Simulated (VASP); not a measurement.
# C (C2/m) in VASP: reference runs

How does C come out in PBE? The cell is run as given and disturbed.

Everything below comes from runs of VASP 6.6.1. Logs are shortened: lines on timing, memory, paths and dates and some standing lists are left out, and cuts for length are marked.

### 1 Starting point

The structure is monoclinic, space group C2/m (No. 12). The conventional cell has a = 4.255 Å, b = 2.457 Å, c = 3.765 Å, α = 90.00°, β = 111.49°, γ = 90.00°. C (site symmetry m) is surrounded by 3 C at 1.42 Å.

This is a stacking variant of graphite.

### 2 Single point, PBE

INCAR

```
ALGO     = Normal         # electronic algorithm
EDIFF    = 1E-7           # SCF threshold, eV
ENCUT    = 520            # plane-wave cutoff, eV
GGA      = PE             # functional
ISIF     = 2              # what is computed and relaxed
ISMEAR   = -1             # smearing method
LASPH    = T              # aspherical terms in the spheres
LCHARG   = T              # write CHGCAR
LELF     = T              # ELF
LREAL    = F              # projectors in reciprocal space
LVHAR    = T            
LWAVE    = F              # write WAVECAR
NBANDS   = 11             # bands
NELM     = 80             # most SCF steps
PREC     = Accurate       # precision mode
SIGMA    = 0.05           # smearing width, eV
```

KPOINTS

```
k-points
0
Gamma
  13 13 8
```

POSCAR

```
C
1.0
    2.1273203072     -1.2282824400      0.0000000000
    2.1273203072      1.2282824400      0.0000000000
   -1.3790696309      0.0000000000      3.5028300786
C
2
Direct
    0.1666444700      0.1666444700      0.9999069600
    0.8333555300      0.8333555300      0.0000930400
```

Potentials or basis: VASP PAW PBE potentials, release 64 (C).

On the command line:

```sh
> cat potpaw_PBE.64/C/POTCAR > POTCAR
> mpirun -np 1 vasp_std > vasp.out
```

OUTCAR:

```text
EDIFF = 1E-7
   ENCUT = 520
   GGA = PE
   ISIF = 2
   ISMEAR = -1
   LASPH = T
   LREAL = F
   NELM = 80
   PREC = Accurate

 ion  position               nearest neighbor table
   1  0.167  0.167  1.000-   2 1.42   2 1.42   2 1.42
   2  0.833  0.833  0.000-   1 1.42   1 1.42   1 1.42

  LATTYP: Found a base centered monoclinic cell.
 ALAT       =     4.2546406144
 B/A-ratio  =     0.5773848141
 C/A-ratio  =     0.8848045598
 COS(beta)  =    -0.3663329314

  Lattice vectors:

 A1 = (   2.1273203072,  -1.2282824400,   0.0000000000)
 A2 = (   2.1273203072,   1.2282824400,   0.0000000000)
 A3 = (  -1.3790696309,   0.0000000000,   3.5028300786)

Analysis of symmetry for initial positions (statically):
=====================================================================
 Subroutine PRICEL returns:
 Original cell was already a primitive cell.

 Routine SETGRP: Setting up the symmetry group for a
 base centered monoclinic supercell.

 Subroutine GETGRP returns: Found  4 space group operations
 (whereof  4 operations were pure point group operations)
 out of a pool of  4 trial point group operations.

The static configuration has the point symmetry C_2h.

Analysis of symmetry for dynamics (positions and initial velocities):
=====================================================================
 Subroutine PRICEL returns:
 Original cell was already a primitive cell.

 Routine SETGRP: Setting up the symmetry group for a
 base centered monoclinic supercell.

 Subroutine GETGRP returns: Found  4 space group operations
 (whereof  4 operations were pure point group operations)
 out of a pool of  4 trial point group operations.

The dynamic configuration has the point symmetry C_2h.

 Subroutine INISYM returns: Found  4 space group operations
 (whereof  4 operations are pure point group operations),
 and found     1 'primitive' translations

----------------------------------------------------------------------------------------

                                     Primitive cell

  volume of cell :      18.3054

  direct lattice vectors                    reciprocal lattice vectors
     2.127320307 -1.228282440  0.000000000     0.235037478 -0.407072497  0.092534619
     2.127320307  1.228282440  0.000000000     0.235037478  0.407072497  0.092534619
    -1.379069631  0.000000000  3.502830079     0.000000000  0.000000000  0.285483446

  length of vectors
[... 115 lines left out ...]
   ISYM   =      2    0-nonsym 1-usesym 2-fastsym
   POTIM  = 0.5000    time-step for ionic-motion
   TEBEG  =    0.0;   TEEND  =   0.0 temperature during run
   PSTRESS=    0.0 pullay stress
   NELECT =       8.0000    total number of electrons
   NUPDOWN=      -1.0000    fix difference up-down
   EMIN   =  10.00;   EMAX   =-10.00  energy-range for DOS
   EFERMI =   0.00;   METHOD = LEGACY
   ISMEAR =    -1;   SIGMA  =   0.05  broadening in eV -4-tet -1-fermi 0-gaus
   EFERMI_NEDOS =   21; number of points for ismear=-14 and -15
   IALGO  =     38    algorithm
   IMIX   =      4    mixing-type and parameters
     AMIX     =   0.40;   BMIX     =  1.00
     AMIX_MAG =   1.60;   BMIX_MAG =  1.00
  volume/ion in A,a.u.               =       9.15        61.77
  Fermi-wavevector in a.u.,A,eV,Ry     =   1.242352  2.347705 20.999765  1.543439
  Thomas-Fermi vector in A             =   2.376710
   LORBIT       =      0    0 simple, 1 ext, 2 COOP (PROOUT), +10 PAW based schemes
   GGA     = PE    functional components
   LHFCALC =     F    Hartree Fock is set to
   AEXX    =    0.0000 exact exchange contribution
   IVDW    =     0    specifies the selected vdW correction
   LEPSILON=     F    determine dielectric tensor
   LRPA    =     F    only Hartree local field effects (RPA)
 non-spin polarized calculation
  energy-cutoff  :      520.00
  volume of cell :       18.31
 maximum number of plane-waves:       506
   NGX =  9   NGY =  9   NGZ = 13

 number of electron       8.0000000 magnetization

 Free energy of the ion-electron system (eV)
  ---------------------------------------------------
  ext. energy  EPLUGINS =         0.00000000
  ---------------------------------------------------
  free energy    TOTEN  =       -18.43458054 eV

  energy without entropy =      -18.43457942  energy(sigma->0) =      -18.43457998

 E-fermi :   4.4318     XC(G=0): -10.0453

 val. band max:        3.9829238539   @ k =  -0.3077   0.3077   0.0000
 cond. band min:       4.9123627058   @ k =  -0.3077   0.3846   0.3750
 fundamental gap:      0.9294388519
 Fermi energy:         4.4317799398

 k-point     1 :       0.0000    0.0000    0.0000
  band No.  band energies     occupation
      1     -15.3282      2.00000
      2      -2.4777      2.00000
      3       1.3603      2.00000
      4       1.3638      2.00000
      5       8.2896      0.00000
      6      12.7934      0.00000
      7      12.7956      0.00000
      8      15.8824      0.00000
      9      17.2191      0.00000
     10      27.1846      0.00000
     11      28.5775      0.00000
[... 533 lines left out ...]
 k-point    40 :       0.4615    0.3077   -0.0000
  band No.  band energies     occupation
      1     -11.3877      2.00000
      2      -6.3171      2.00000
      3      -3.3347      2.00000
      4       1.0374      2.00000
      5       7.4822      0.00000
      6      14.0362      0.00000
      7      14.8630      0.00000
      8      19.1231      0.00000
      9      19.6512      0.00000
     10      24.8024      0.00000
     11      26.7747      0.00000

 [... further k-points ...]

------------------------ aborting loop because EDIFF is reached ----------------------------------------

  FORCE on cell =-STRESS in cart. coord.  units (eV):
  Direction    XX          YY          ZZ          XY          YZ          ZX
  --------------------------------------------------------------------------------------
  -------------------------------------------------------------------------------------
  Total        0.6105425      0.6022380      0.2428781      0.0000000      0.0000000     -0.0033857
  in kB       53.4375218     52.7106702     21.2578194      0.0000000      0.0000000     -0.2963353
  external PRESSURE =      42.4686705 kB  Pullay stress =       0.0000000 kB

 VOLUME and BASIS-vectors are now :
 -----------------------------------------------------------------------------
  energy-cutoff  :      520.00
  volume of cell :       18.31
      direct lattice vectors                 reciprocal lattice vectors
     2.127320307 -1.228282440  0.000000000     0.235037478 -0.407072497  0.092534619
     2.127320307  1.228282440  0.000000000     0.235037478  0.407072497  0.092534619
    -1.379069631  0.000000000  3.502830079     0.000000000  0.000000000  0.285483446

 POSITION                                       TOTAL-FORCE (eV/Angst)
 -----------------------------------------------------------------------------------
     -0.66993      0.00000      3.50250        -0.002328      0.000000      0.003897
      3.54550      0.00000      0.00033         0.002328      0.000000     -0.003897
 -----------------------------------------------------------------------------------
    total drift:                               -0.000000     -0.000000      0.000000

  FREE ENERGIE OF THE ION-ELECTRON SYSTEM (eV)
  ---------------------------------------------------
  free  energy   TOTEN  =       -18.4345805417 eV

  energy  without entropy=      -18.4345794159  energy(sigma->0) =      -18.43457998
```

OSZICAR:

```text
N       E                     dE             d eps       ncg     rms          rms(c)
DAV:   1     0.865742674128E+00    0.86574E+00   -0.40985E+03  8306   0.646E+02
DAV:   2    -0.192182463650E+02   -0.20084E+02   -0.19352E+02 10887   0.119E+02
DAV:   3    -0.196718338272E+02   -0.45359E+00   -0.45275E+00 10197   0.147E+01
DAV:   4    -0.196736313082E+02   -0.17975E-02   -0.17973E-02  9643   0.114E+00
DAV:   5    -0.196736392984E+02   -0.79903E-05   -0.79902E-05 10414   0.680E-02    0.640E+00
DAV:   6    -0.187323064237E+02    0.94133E+00   -0.78743E-01  9566   0.516E+00    0.373E+00
DAV:   7    -0.184305001734E+02    0.30181E+00   -0.90850E-01  9850   0.558E+00    0.106E+00
DAV:   8    -0.184347655430E+02   -0.42654E-02   -0.22749E-02  9120   0.951E-01    0.131E-01
DAV:   9    -0.184344950996E+02    0.27044E-03   -0.65065E-04  9968   0.161E-01    0.617E-02
DAV:  10    -0.184345800591E+02   -0.84959E-04   -0.18468E-04  9271   0.931E-02    0.311E-02
DAV:  11    -0.184345801682E+02   -0.10912E-06   -0.85316E-06  9998   0.170E-02    0.680E-03
DAV:  12    -0.184345805576E+02   -0.38934E-06   -0.72658E-07  9229   0.627E-03    0.855E-04
DAV:  13    -0.184345805417E+02    0.15846E-07   -0.57105E-08 10198   0.155E-03
   1 F= -.18434581E+02 E0= -.18434580E+02  d E =-.112580E-05
```

Run time: 45 s. Hardware: 1 thread of Intel Xeon Platinum 8488C (Sapphire Rapids), shared host; peak memory 0.16 GiB.

What came out:

- Free energy: -18.4346 eV
- Pressure: 4.2 GPa
- Largest force: 0.005 eV/Å
- Band gap on the k mesh: 0.93 eV, indirect (least direct gap 0.94 eV)

Forces in eV/Å, atoms in the order of the input:
```
C   -0.002  0.000  0.004
C    0.002  0.000 -0.004
```

Levels at points of the mesh, in eV from the valence-band top:
```csv
k point,band 2,band 3,band 4,band 5,band 6,band 7
"(0.00, 0.00, 0.00)",-6.46,-2.62,-2.62,4.31,8.81,8.81
"(0.00, 0.00, 0.50)",-8.02,-2.63,-2.63,8.77,8.78,9.93
```

Caveat: an odd mesh through Γ misses points on the zone boundary, where band edges often lie; this functional lacks dispersion, which binds the layers, so the pressure and a relaxed spacing across them are unreliable.

### 3 Single point, PBE (atoms moved at random, drawn with an rms of 0.05 Å)

INCAR

```
SYSTEM = C
ALGO     = Normal         ! electronic algorithm
EDIFF    = 1E-7           ! SCF threshold, eV
ENCUT    = 520            ! plane-wave cutoff, eV
GGA      = PE             ! functional
ISIF     = 2              ! what is computed and relaxed
ISMEAR   = -1             ! smearing method
LASPH    = .TRUE.         ! aspherical terms in the spheres
LCHARG   = .TRUE.         ! write CHGCAR
LELF     = .TRUE.         ! ELF
LREAL    = .FALSE.        ! projectors in reciprocal space
LVHAR    = .TRUE.       
LWAVE    = .FALSE.        ! write WAVECAR
NBANDS   = 11             ! bands
NELM     = 80             ! most SCF steps
PREC     = Accurate       ! precision mode
SIGMA    = 0.05           ! smearing width, eV
```

KPOINTS

```
k-points
0
G
  13 13 8
  0 0 0
```

POSCAR

```
C
1.0
    2.1273203072     -1.2282824400      0.0000000000
    2.1273203072      1.2282824400      0.0000000000
   -1.3790696309      0.0000000000      3.5028300786
C
2
Direct
    0.1515330000      0.1857670000      1.0020710000
    0.8376840000      0.8408800000      0.0065240000
```

Potentials or basis: VASP PAW PBE potentials, release 64 (C).

On the command line:

```sh
> cat potpaw_PBE.64/C/POTCAR > POTCAR
> mpirun -np 1 vasp_std > vasp.out
```

It took 96 s on 1 thread of Intel Xeon Platinum 8488C (Sapphire Rapids), shared host; peak memory 0.2 GiB.

The run converged. Its results:

```yaml
Free_energy: -18.3900 eV
Pressure: 4.9 GPa
Largest_force: 2.147 eV/Å
Band_gap_on_the_k_mesh: 0.50 eV, direct
```

Forces on the atoms (eV/Å):
```
C    0.519 -2.068  0.249
C   -0.519  2.068 -0.249
```

Stress tensor (GPa, compression positive):
```
 7.52  4.27 -0.10
 4.27  5.09  0.30
-0.10  0.30  2.06
```

Levels at points of the mesh, in eV from the valence-band top:
```csv
k point,band 1,band 2,band 3,band 4,band 5,band 6,band 7,band 8,band 9
"(0.00, 0.00, 0.00)",-19.48,-6.63,-3.38,-2.17,4.13,7.85,9.43,11.74,13.08
"(0.00, 0.00, 0.50)",-19.27,-8.20,-3.39,-2.18,7.82,9.39,9.76,11.88,12.93
```

Caveat: an odd mesh through Γ misses points on the zone boundary, where band edges often lie.
